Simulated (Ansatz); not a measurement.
Start of a relaxation, 1 H2O a cell, tilted, over a hollow Ca-Ca-Ca site (CaO, Fm-3m (No. 225), (1 1 1) face):

```
CELL_PARAMETERS angstrom
6.76470 0.00000 0.00000
-3.38235 5.85840 0.00000
0.00000 0.00000 26.13649
ATOMIC_POSITIONS crystal
O 0.16667 0.33333 0.30609
O 0.16667 0.83333 0.30609
O 0.66667 0.33333 0.30609
O 0.66667 0.83333 0.30609
Ca 0.33333 0.16667 0.35892
Ca 0.33333 0.66667 0.35892
Ca 0.83333 0.16667 0.35892
Ca 0.83333 0.66667 0.35892
O 0.50000 0.50000 0.41175
O 0.50000 0.00000 0.41175
O 0.00000 0.50000 0.41175
O 0.00000 0.00000 0.41175
Ca 0.66667 0.33333 0.45878
Ca 0.66667 0.83333 0.45878
Ca 0.16667 0.33333 0.45878
Ca 0.16667 0.83333 0.45878
O 0.83333 0.66667 0.52063
O 0.83333 0.16667 0.52063
O 0.33333 0.66667 0.52063
O 0.33333 0.16667 0.52063
Ca 0.00000 0.50000 0.56711
Ca 0.00000 0.00000 0.56711
Ca 0.50000 0.50000 0.56711
Ca 0.50000 0.00000 0.56711
O 0.17020 0.94255 0.66552
H 0.16667 0.83333 0.63981
H 0.30524 0.98015 0.68695
```

Method: DFT PBE+D3(BJ), scalar-relativistic, plane waves, PAW (Ansatz 0.2.0). Cutoff 420 eV; k points 3×3×1 on the computed 27-atom cell (Γ-centred); Gaussian smearing, width 0.05 eV; no spin polarisation. The cell repeats along c with a dipole correction in the vacuum.

Atoms 1, 2, 3, 4, 5, 6, 7, 8, 9, 10, 11, 12 (counted from 1) are held. The cell is fixed. Force threshold 0.04 eV/Å.

| step | E − E_final (eV) | largest force (eV/Å) |
| --- | --- | --- |
| 1 | 0.831 | 0.757 |
| 2 | 0.663 | 1.035 |
| 3 | 0.551 | 1.821 |
| 4 | 0.359 | 1.057 |
| 5 | 0.218 | 0.654 |
| 6 | 0.127 | 0.441 |
| 7 | 0.082 | 0.368 |
| 8 | 0.095 | 1.555 |
| 9 | 0.054 | 0.224 |
| 10 | 0.035 | 0.195 |
| 11 | 0.020 | 0.501 |
| 12 | 0.003 | 0.176 |
| 13 | 0.003 | 0.163 |
| 14 | 0.000 | 0.015 |
| 15 | 0.000 | 0.015 |

(1) What is the final structure?

The end is the local minimum or symmetric point that this start leads to. The slab is only 6.9 Å thick, so the energy isn't converged with thickness.

Spin polarisation was left out, and a magnetic state may lie lower.

Answers

(1)
```yaml
crystal:
  lattice:
    - [6.76470, 0.00000, 0.00000]
    - [-3.38235, 5.85840, 0.00000]
    - [0.00000, 0.00000, 26.13649]
  atoms:
    - { symbol: O, position: [0.16667, 0.33333, 0.30609] }
    - { symbol: O, position: [0.16667, 0.83333, 0.30609] }
    - { symbol: O, position: [0.66667, 0.33333, 0.30609] }
    - { symbol: O, position: [0.66667, 0.83333, 0.30609] }
    - { symbol: Ca, position: [0.33333, 0.16667, 0.35892] }
    - { symbol: Ca, position: [0.33333, 0.66667, 0.35892] }
    - { symbol: Ca, position: [0.83333, 0.16667, 0.35892] }
    - { symbol: Ca, position: [0.83333, 0.66667, 0.35892] }
    - { symbol: O, position: [0.50000, 0.50000, 0.41175] }
    - { symbol: O, position: [0.50000, 0.00000, 0.41175] }
    - { symbol: O, position: [0.00000, 0.50000, 0.41175] }
    - { symbol: O, position: [0.00000, 0.00000, 0.41175] }
    - { symbol: Ca, position: [0.66665, 0.33315, 0.45830] }
    - { symbol: Ca, position: [0.66660, 0.83308, 0.45840] }
    - { symbol: Ca, position: [0.16659, 0.33314, 0.45835] }
    - { symbol: Ca, position: [0.16697, 0.83399, 0.45858] }
    - { symbol: O, position: [0.83432, 0.66702, 0.52131] }
    - { symbol: O, position: [0.83408, 0.16828, 0.51959] }
    - { symbol: O, position: [0.33205, 0.66666, 0.52125] }
    - { symbol: O, position: [0.33170, 0.16381, 0.51970] }
    - { symbol: Ca, position: [0.99878, 0.49801, 0.56587] }
    - { symbol: Ca, position: [0.99872, 0.00292, 0.56603] }
    - { symbol: Ca, position: [0.49813, 0.49648, 0.56687] }
    - { symbol: Ca, position: [0.50403, 0.00268, 0.56586] }
    - { symbol: O, position: [0.18651, 0.87166, 0.62956] }
    - { symbol: H, position: [0.13640, 0.76864, 0.65944] }
    - { symbol: H, position: [0.26903, 0.03522, 0.64369] }
```

Cost: 1 run of about 28 core-minutes, on Arm Neoverse V2 (shared hosts).